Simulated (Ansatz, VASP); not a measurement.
# Rh (Rh wire along [110], 19 atoms a period) in two plane-wave programs

Aim: how closely do two programs agree when they are given the same cell, functional and k mesh? The structure shown is the start of the Ansatz relaxation below; VASP solves that cell, so the two are compared at the walk's first step.

Calculated with Ansatz 0.2.0; plane waves, with VASP 6.6.1 beside it; single point at PBE.

**1. The structure**

The cell holds 19 atoms: 19 Rh. Cell: a = 14.460 Å, b = 17.633 Å, c = 2.708 Å, α = 90.0°, β = 90.0°, γ = 90.0°. Vacuum lies along a and b. The structure's axis is c.

**2. Ansatz: relaxation, PBE**

Ansatz runs on its PAW soft_1 files.

The two programs are compared at the cell with which this relaxation starts, whose forces are those of its first step.

File input.yaml:

```yaml
crystal:
  lattice:
    - [14.46, 0.0, 0.0]
    - [0.0, 17.633, 0.0]
    - [0.0, 0.0, 2.7082189719]
  atoms:
    - { symbol: Rh, position: [0.235131397, 0.34640838, 0.0] }
    - { symbol: Rh, position: [0.235131397, 0.499996481, 0.0] }
    - { symbol: Rh, position: [0.5, 0.34640838, 0.0] }
    - { symbol: Rh, position: [0.5, 0.19282028, 0.0] }
    - { symbol: Rh, position: [0.5, 0.499996481, 0.0] }
    - { symbol: Rh, position: [0.764868603, 0.34640838, 0.0] }
    - { symbol: Rh, position: [0.764868603, 0.499996481, 0.0] }
    - { symbol: Rh, position: [0.367565698, 0.26961433, 0.5] }
    - { symbol: Rh, position: [0.367565698, 0.423202431, 0.5] }
    - { symbol: Rh, position: [0.367565698, 0.576790531, 0.5] }
    - { symbol: Rh, position: [0.367565698, 0.730378631, 0.5] }
    - { symbol: Rh, position: [0.632434302, 0.26961433, 0.5] }
    - { symbol: Rh, position: [0.632434302, 0.423202431, 0.5] }
    - { symbol: Rh, position: [0.632434302, 0.576790531, 0.5] }
    - { symbol: Rh, position: [0.632434302, 0.730378631, 0.5] }
    - { symbol: Rh, position: [0.235131397, 0.653584581, 0.0] }
    - { symbol: Rh, position: [0.5, 0.653584581, 0.0] }
    - { symbol: Rh, position: [0.5, 0.807172681, 0.0] }
    - { symbol: Rh, position: [0.764868603, 0.653584581, 0.0] }
kpoints:
  mp_grid: { grid: [1, 1, 30] }
scf:
  occupations: { method: fermi_dirac, width: 0.05 }
hamiltonian:
  xc: pbe
  pseudopotentials: { kind: paw, azcp: { folder: soft_1 } }
relax:
  cell: { fix: [a, b, alpha, beta, gamma] }
  max_steps: 45
  f_tol: 0.03
```

Command:

```
$ ansatz run input.yaml --threads 4 --pin off --max-ram 16384MiB --backend cpu --events-out ev --progress --plain --runs-dir out
```

Numbers of over 12 decimals in the logs are rounded to 6 here.

Log:

```text
Engine: ansatz 0.2.0, aarch64-unknown-linux-gnu
Pseudopotentials: kind: paw
Pseudopotential: Rh, paw, valence charge 17, recommended cutoff 420 eV (normal), soft_1/Rh.paw.azcp
Functional definition: PBE
  parameter kappa = 0.804
  parameter beta = 0.066725
  exchange = pbe_x(kappa = kappa, mu = beta*pi^2/3)
  correlation = pbe_c(beta = beta)
Crystal: 19 atoms, lattice volume = 690.523 Å³
Basis set: ecut = 420 eV, 13623 PW (Γ), exchange–correlation on 200×240×40 points (8 copies of the dense FFT grid, shifted against one another)
Bands: 194, of which v1, the nominal top of the filled ones, is band 162 counted from 1 (161 counted from 0)
Symmetry: 8 space group operations
Space group: Pmmm (ITA 47), of the structure as read, at distance tolerance 8.8e-5 Å
k-points: 16 of 30
Non-local potential: Rh, projectors of the file, l = 0: 3, l = 1: 2, l = 2: 2, l = 3: 1
PAW form: soft (Blöchl's): semilocal exchange-correlation on the pseudo side does not see the compensation charge
PAW one-centre angular grid: Rh, 590 points (default); XC on 64 Gauss nodes
Initial density: superposition of atomic densities (neutral atoms: chi_scale 0, normalization atom)
Initial wavefunctions: pseudopotential atomic-orbital guess
Functional: x = pbe(κ = 0.804, μ = 0.219515), c = pbe(β = 0.066725)
SCF iter   1: F=—  HF=-121649.579236 eV  |F-HF|=—  |Δ(HF+E_count)|=         —  Δρ=5.79e-2  dr2=3.39e1  ethr=3.10e-3  ⟨swp⟩=7.1  Hψ=11807  notcnv=0  defer=64
preconditioner: auto → LDOS  [metal: Δε(μ)=0.011 eV  Ē_g=4.956 eV  σ=0.050 eV  W_gap=0.05  n_scr=132 (ndim 8)  ℏωp=18.5 eV  f_vac=0.510  D(μ)=40.90/eV (n_scr^D=446)  β→1.0]
SCF iter   2: F=—  HF=-121654.396844 eV  |F-HF|=—  |Δ(HF+E_count)|=    4.82e0  Δρ=7.25e-2  dr2=4.72e1  ethr=3.10e-3  ⟨swp⟩=3.7  Hψ=8301  notcnv=0  defer=146
SCF iter   3: F=—  HF=-121641.666758 eV  |F-HF|=—  |Δ(HF+E_count)|=    1.27e1  Δρ=1.43e-2  dr2=1.38e0  ethr=3.10e-3  ⟨swp⟩=2.6  Hψ=6807  notcnv=0  defer=178
SCF iter   4: F=—  HF=-121641.329102 eV  |F-HF|=—  |Δ(HF+E_count)|=   3.38e-1  Δρ=2.78e-3  dr2=1.33e-1  ethr=4.26e-4  ⟨swp⟩=3.1  Hψ=6714  notcnv=0  defer=173
SCF iter   5: F=—  HF=-121641.318381 eV  |F-HF|=—  |Δ(HF+E_count)|=   1.07e-2  Δρ=1.21e-3  dr2=1.96e-2  ethr=4.12e-5  ⟨swp⟩=2.6  Hψ=5096  notcnv=0  defer=173
SCF iter   6: F=—  HF=-121641.317293 eV  |F-HF|=—  |Δ(HF+E_count)|=   1.09e-3  Δρ=4.32e-4  dr2=4.26e-3  ethr=6.08e-6  ⟨swp⟩=3.1  Hψ=5320  notcnv=0  defer=169
SCF iter   7: F=—  HF=-121641.317091 eV  |F-HF|=—  |Δ(HF+E_count)|=   2.03e-4  Δρ=1.83e-4  dr2=4.35e-4  ethr=1.32e-6  ⟨swp⟩=2.1  Hψ=4325  notcnv=0  defer=169
SCF iter   8: F=—  HF=-121641.317103 eV  |F-HF|=—  |Δ(HF+E_count)|=   1.20e-5  Δρ=4.11e-5  dr2=3.36e-5  ethr=1.35e-7  ⟨swp⟩=2.0  Hψ=4713  notcnv=0  defer=169
SCF iter   9: F=—  HF=-121641.315796 eV  |F-HF|=—  |Δ(HF+E_count)|=   1.31e-3  Δρ=2.02e-5  dr2=7.33e-6  ethr=1.04e-8  ⟨swp⟩=2.4  Hψ=4458  notcnv=0  defer=169
SCF iter  10: F=—  HF=-121641.315796 eV  |F-HF|=—  |Δ(HF+E_count)|=   6.92e-8  Δρ=8.43e-6  dr2=8.60e-7  ethr=2.27e-9  ⟨swp⟩=2.0  Hψ=4319  notcnv=0  defer=169
SCF iter  11: F=—  HF=-121641.315796 eV  |F-HF|=—  |Δ(HF+E_count)|=   1.32e-7  Δρ=4.18e-6  dr2=2.71e-7  ethr=2.66e-10  ⟨swp⟩=2.0  Hψ=4319  notcnv=0  defer=169
SCF iter  12: F=-121641.315796 eV  HF=-121641.315796 eV  |F-HF|=1.56e-8  |Δ(HF+E_count)|=   1.67e-8  Δρ=1.80e-6  dr2=3.14e-8  ethr=3.10e-11  ⟨swp⟩=4.0  Hψ=8572  notcnv=0
SCF 1 converged in 12 iterations: F = -121641.315796 eV  dr2 = 3.14e-8
  greatest PAW one-centre occupation: 1.000 electrons in one spin orbital (limit 2), on the Rh atom at site 4 (counted from 0), in its partial waves of l = 0
relax step   1: F+E_penalty+E_count = -121641.31579584 eV  Δ(F+E_penalty+E_count) = +0.000e0 eV  max|allowed force component| = 1.064e0 eV/Å  Δτ_max = 0.0000 Å  P = -4.168 GPa  Ω = 690.523 Å³  fix = [a, b, alpha, beta, gamma]  reactions: a -3.694, b -3.999 GPa  (12 SCF iters, dr2 threshold 1.00e-7 eV, accepted)
[...]
relax step   3: F+E_penalty+E_count = -121641.89517221 eV  Δ(F+E_penalty+E_count) = -2.010e-1 eV  max|allowed force component| = 6.525e-2 eV/Å  Δτ_max = 0.0455 Å  P = +0.161 GPa  Ω = 676.972 Å³  energy of the carried Pulay correction = +3.256e-3 eV  fix = [a, b, alpha, beta, gamma]  reactions: a +0.144, b +0.139 GPa  (8 SCF iters, dr2 threshold 1.90e-6 eV, accepted)
[...]
relax step   4: F+E_penalty+E_count = -121641.89712140 eV  Δ(F+E_penalty+E_count) = -1.949e-3 eV  max|allowed force component| = 1.715e-2 eV/Å  Δτ_max = 0.0077 Å  P = -0.019 GPa  Ω = 677.389 Å³  energy of the carried Pulay correction = +3.155e-3 eV  fix = [a, b, alpha, beta, gamma]  reactions: a -0.024, b -0.035 GPa  (7 SCF iters, dr2 threshold 2.66e-7 eV, accepted)
[...]
relax step   5: F+E_penalty+E_count = -121641.89342512 eV  Δ(F+E_penalty+E_count) = +3.696e-3 eV  max|allowed force component| = 1.706e-2 eV/Å  Δτ_max = 0.0000 Å  P = -0.011 GPa  Ω = 677.389 Å³  fix = [a, b, alpha, beta, gamma]  reactions: a -0.017, b -0.028 GPa  stress off target by 1.20e-2 GPa on what of the cell is left free  SCF on the basis re-selected at this cell (its energy is not comparable with the rows above)  (7 SCF iters)
basis re-selected at this cell: Δ(F+E_penalty+E_count) = +3.696e-3 eV, ΔP = +0.008 GPa vs the last step (what re-selecting the basis moved, of the pressure what is left beyond the Pulay correction that the steps carried, after the strain that the cell walked since its last selection, with what the two solves' SCF thresholds leave and, on support functions, any second-order correction that the steps lacked; it is no measure of the basis error at this ecutwfc). The dense FFT grid was sized anew with the basis: this SCF ran on 100×120×18 points, the steps before it on 100×120×20, so part of this shift can come from that change (see relax.cell in the input reference). [rest of the remark cut]
SCF converged after 7 iterations
Free energy (F): -121641.893425 eV
Harris-Foulkes:  -121641.893425 eV  (|F-HF|=4.95e-10)
Internal energy: -121641.588685 eV  (E = F + TS)
E sigma→0 (E₀):  -121641.741055 eV
Entropy (-TS):   -0.304740 eV (-16.039 meV/atom)
Fermi energy:    5.690473 eV
--- Per-component energies (eV) ---
  E_band       = -6896.852822
  E_kinetic    = 10195.782478
  E_local      = -254310.673731  (includes V_loc(G=0)·N_el)
  E_nonlocal   = 5689.999672
  E_hartree    = 120907.504133
  E_xc         = -3815.239367
  E_vxc        = -4784.859867  (∫ρ·V_xc dr)
  E_paw        = -68471.631540  (= ΣΔE_a)
  E_vpaw       = -5502.111359  (= ΣTr[D̂ρ^β])
  E_aug_tail   = 0.000479  (compensation charges beyond the density's cutoff)
  E_ewald      = 68162.669191
  E_smearing   = -0.304740  (= −TS)
  E_closure    = -0.000000  (closes the sum)
  Σ components = -121641.893425   (vs F -121641.893425, Δ=0.00e0)
--- Forces (eV/Å), atoms counted from 1 ---
  atom   1  Rh     0.00470908     0.00129378    -0.00000000
  atom   2  Rh    -0.00791556    -0.00000000     0.00000000
  atom   3  Rh    -0.00000000     0.01706217     0.00000000
  atom   4  Rh    -0.00000000     0.01529462     0.00000000
  atom   5  Rh     0.00000000     0.00000000     0.00000000
  atom   6  Rh    -0.00470908     0.00129378     0.00000000
  atom   7  Rh     0.00791556     0.00000000    -0.00000000
  atom   8  Rh    -0.01422879    -0.01338573     0.00000000
  atom   9  Rh     0.00119657     0.00317331    -0.00000000
  atom  10  Rh     0.00119657    -0.00317331    -0.00000000
  atom  11  Rh    -0.01422879     0.01338573     0.00000000
  atom  12  Rh     0.01422879    -0.01338573    -0.00000000
  atom  13  Rh    -0.00119657     0.00317331     0.00000000
  atom  14  Rh    -0.00119657    -0.00317331     0.00000000
  atom  15  Rh     0.01422879     0.01338573    -0.00000000
  atom  16  Rh     0.00470908    -0.00129378    -0.00000000
  atom  17  Rh     0.00000000    -0.01706217    -0.00000000
  atom  18  Rh     0.00000000    -0.01529462    -0.00000000
  atom  19  Rh    -0.00470908    -0.00129378     0.00000000
  max |Σ_I F_I| component: 6.29e-18 eV/Å
--- Stress (GPa, compression-positive) ---
       -0.017260       0.000000       0.000000
        0.000000      -0.028407       0.000000
        0.000000       0.000000       0.011967
  P = ⅓ Tr σ = -0.0112 GPa (-0.112 kbar)
--- Relaxed structure (4 steps of the walk, 4 accepted, 1 SCFs on fresh bases) ---
  F+E_penalty+E_count = -121641.89342512 eV   max|allowed force component| = 1.706e-2 eV/Å   (the final SCF, on the basis selected at the relaxed cell)
  cell:  # Å, volume = 677.3892 Å³
    - [14.46, 0, 0]
    - [0, 17.633, 0]
    - [0, 0, 2.656708]
  atoms:
    - { symbol: Rh, position: [0.240559, 0.348792, 8.601016911723682e-19] }
    - { symbol: Rh, position: [0.237553, 0.5, 0] }
    - { symbol: Rh, position: [0.500000, 0.348637, 8.043781424545528e-19] }
    - { symbol: Rh, position: [0.500000, 0.201333, 3.0753636187517444e-18] }
    - { symbol: Rh, position: [0.500000, 0.5, 0] }
    - { symbol: Rh, position: [0.759441, 0.348792, 8.601016911723669e-19] }
    - { symbol: Rh, position: [0.762447, 0.5, 0] }
    - { symbol: Rh, position: [0.367692, 0.272542, 0.5] }
    - { symbol: Rh, position: [0.367784, 0.424388, 0.5] }
    - { symbol: Rh, position: [0.367784, 0.575612, 0.5] }
    - { symbol: Rh, position: [0.367692, 0.727458, 0.5] }
    - { symbol: Rh, position: [0.632308, 0.272542, 0.5] }
    - { symbol: Rh, position: [0.632216, 0.424388, 0.5] }
    - { symbol: Rh, position: [0.632216, 0.575612, 0.5] }
    - { symbol: Rh, position: [0.632308, 0.727458, 0.5] }
    - { symbol: Rh, position: [0.240559, 0.651208, -8.601016911723666e-19] }
    - { symbol: Rh, position: [0.500000, 0.651363, -8.04378142454553e-19] }
    - { symbol: Rh, position: [0.500000, 0.798667, -3.0753636187517444e-18] }
    - { symbol: Rh, position: [0.759441, 0.651208, -8.601016911723683e-19] }
```

[end of part 1 of 2]

[Lines on the potential files, build, host, timing and source positions are cut from VASP's logs without a mark.]

[Logs are printed without paths, hosts, clocks, repeated set-up lines and the standing remarks that a program may print on its own settings, such as how far it seeks lower states.]

[Hosts, paths, dates, database ids (printed as entryN), source tags and the programs' standing remarks are cut or masked in the printed files.]
